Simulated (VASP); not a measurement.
# MgO (Fm-3m) in VASP: further runs, part 2 of 2

VASP 6.6.1. Earlier steps stand in the parts before.

### Step 3. Relaxation of cell and atoms, PBE

This run uses another cell than the first one, of 9.57 Å³/atom, 1.021 times its volume.

INCAR reads:

```
  PREC = Accurate
  ENCUT = 520
  EDIFF = 1E-7
  ISMEAR = 0
  SIGMA = 0.02
  LREAL = False
  LASPH = True
  NELM = 60
  ALGO = Normal
  ISIF = 3
  LWAVE = False
  LCHARG = False
  GGA = PE
  IBRION = 2
  NSW = 80
  EDIFFG = -0.002
```

KPOINTS reads:

```
regular mesh
0
Gamma
  8 8 8
```

POSCAR reads:

```
MgO                                     
1.0
   -0.0000000000      2.1234053453      2.1234053453
    2.1234053453     -0.0000000000      2.1234053453
    2.1234053453      2.1234053453     -0.0000000000
  Mg              O             
     1     1
Direct
     0.0000000000000000    0.0000000000000000    0.0000000000000000
     0.5000000000000000    0.5000000000000000    0.5000000000000000
```

Potentials or basis: VASP PAW PBE potentials, release 64 (Mg, O).

Run with:

```bash
$ cat potpaw_PBE.64/Mg/POTCAR potpaw_PBE.64/O/POTCAR > POTCAR
$ mpirun -np 1 vasp_std > vasp.out
```

OUTCAR:

```text
PREC = Accurate
   ENCUT = 520
   EDIFF = 1E-7
   ISMEAR = 0
   LREAL = False
   LASPH = True
   NELM = 60
   ISIF = 3
   GGA = PE
   IBRION = 2
   NSW = 80
   EDIFFG = -0.002

 ion  position               nearest neighbor table
   1  0.000  0.000  0.000-   2 2.12   2 2.12   2 2.12   2 2.12   2 2.12   2 2.12
   2  0.500  0.500  0.500-   1 2.12   1 2.12   1 2.12   1 2.12   1 2.12   1 2.12

  LATTYP: Found a face centered cubic cell.
 ALAT       =     4.2468106906

  Lattice vectors:

 A1 = (   0.0000000000,   2.1234053453,   2.1234053453)
 A2 = (   2.1234053453,   0.0000000000,   2.1234053453)
 A3 = (   2.1234053453,   2.1234053453,   0.0000000000)

Analysis of symmetry for initial positions (statically):
=====================================================================
 Subroutine PRICEL returns:
 Original cell was already a primitive cell.

 Routine SETGRP: Setting up the symmetry group for a
 face centered cubic supercell.

 Subroutine GETGRP returns: Found 48 space group operations
 (whereof 48 operations were pure point group operations)
 out of a pool of 48 trial point group operations.

The static configuration has the point symmetry O_h .

Analysis of symmetry for dynamics (positions and initial velocities):
=====================================================================
 Subroutine PRICEL returns:
 Original cell was already a primitive cell.

 Routine SETGRP: Setting up the symmetry group for a
 face centered cubic supercell.

 Subroutine GETGRP returns: Found 48 space group operations
 (whereof 48 operations were pure point group operations)
 out of a pool of 48 trial point group operations.

The dynamic configuration has the point symmetry O_h .

 Subroutine INISYM returns: Found 48 space group operations
 (whereof 48 operations are pure point group operations),
 and found     1 'primitive' translations

[... 120 lines left out ...]
   LHFCALC =     F    Hartree Fock is set to
   AEXX    =    0.0000 exact exchange contribution
   IVDW    =     0    specifies the selected vdW correction
   LEPSILON=     F    determine dielectric tensor
   LRPA    =     F    only Hartree local field effects (RPA)
 conjugate gradient relaxation of ions
 non-spin polarized calculation
 Gauss-broadening in eV      SIGMA  =   0.02
  energy-cutoff  :      520.00
  volume of cell :       19.15
 maximum number of plane-waves:       534
 NGX is ok and might be reduce to    24
   NGX = 11   NGY = 11   NGZ = 11

 number of electron       8.0000004 magnetization

 Free energy of the ion-electron system (eV)
  ---------------------------------------------------
  ext. energy  EPLUGINS =         0.00000000
  ---------------------------------------------------
  free energy    TOTEN  =       -11.91176501 eV

  energy without entropy =      -11.91176501  energy(sigma->0) =      -11.91176501

 E-fermi :   3.1121     XC(G=0): -10.9625

 val. band max:        3.0043881020   @ k =   0.0000   0.0000   0.0000
 cond. band min:       7.4947024796   @ k =   0.0000   0.0000   0.0000
 fundamental gap:      4.4903143777
 Fermi energy:         3.1120769173

 k-point     1 :       0.0000    0.0000    0.0000
  band No.  band energies     occupation
      1     -14.1345      2.00000
      2       3.0044      2.00000
      3       3.0044      2.00000
      4       3.0044      2.00000
      5       7.4947      0.00000
      6      18.6643      0.00000
      7      18.6643      0.00000
      8      18.6643      0.00000
[... 243 lines left out ...]
 k-point    24 :      -0.3750    0.2500    0.1250
  band No.  band energies     occupation
      1     -12.7669      2.00000
      2      -0.9003      2.00000
      3       1.1245      2.00000
      4       2.0505      2.00000
      5      12.5024      0.00000
      6      14.9643      0.00000
      7      16.2358      0.00000
      8      19.6016      0.00000

 [... further k-points ...]

------------------------ aborting loop because EDIFF is reached ----------------------------------------

  FORCE on cell =-STRESS in cart. coord.  units (eV):
  Direction    XX          YY          ZZ          XY          YZ          ZX
  --------------------------------------------------------------------------------------
  -------------------------------------------------------------------------------------
  Total        0.0011361      0.0011361      0.0011361     -0.0000000      0.0000000     -0.0000000
  in kB        0.0950621      0.0950621      0.0950621     -0.0000000      0.0000000     -0.0000000
  external PRESSURE =       0.0950621 kB  Pullay stress =       0.0000000 kB

 VOLUME and BASIS-vectors are now :
 -----------------------------------------------------------------------------
  energy-cutoff  :      520.00
  volume of cell :       19.15
      direct lattice vectors                 reciprocal lattice vectors
     0.000000000  2.123405345  2.123405345    -0.235470821  0.235470821  0.235470821
     2.123405345  0.000000000  2.123405345     0.235470821 -0.235470821  0.235470821
     2.123405345  2.123405345  0.000000000     0.235470821  0.235470821 -0.235470821

 POSITION                                       TOTAL-FORCE (eV/Angst)
 -----------------------------------------------------------------------------------
      0.00000      0.00000      0.00000         0.000000      0.000000     -0.000000
      2.12341      2.12341      2.12341        -0.000000     -0.000000      0.000000
 -----------------------------------------------------------------------------------
    total drift:                               -0.000000     -0.000000      0.000000

  FREE ENERGIE OF THE ION-ELECTRON SYSTEM (eV)
  ---------------------------------------------------
  free  energy   TOTEN  =       -11.9117650069 eV

  energy  without entropy=      -11.9117650069  energy(sigma->0) =      -11.91176501

 reached required accuracy - stopping structural energy minimisation
```

It took 3.9 s on 1 thread of Intel Xeon Platinum 8488C (Sapphire Rapids), shared host; peak memory 0.13 GiB.

What came out:

```yaml
Free_energy: -11.9118 eV
Pressure_after_relaxing: 0.0 GPa
Band_gap_on_the_k_mesh: 4.49 eV, direct
```

Final structure:
```yaml
crystal:
  lattice:
    - [0.00000, 2.12341, 2.12341]
    - [2.12341, 0.00000, 2.12341]
    - [2.12341, 2.12341, 0.00000]
  atoms:
    - { symbol: Mg, position: [0.00000, 0.00000, 0.00000] }
    - { symbol: O, position: [0.50000, 0.50000, 0.50000] }
```

Caveat: the relaxation stopped at its first step, so nothing moved. A hybrid or GW would open this gap; PBE tends to underestimate it.
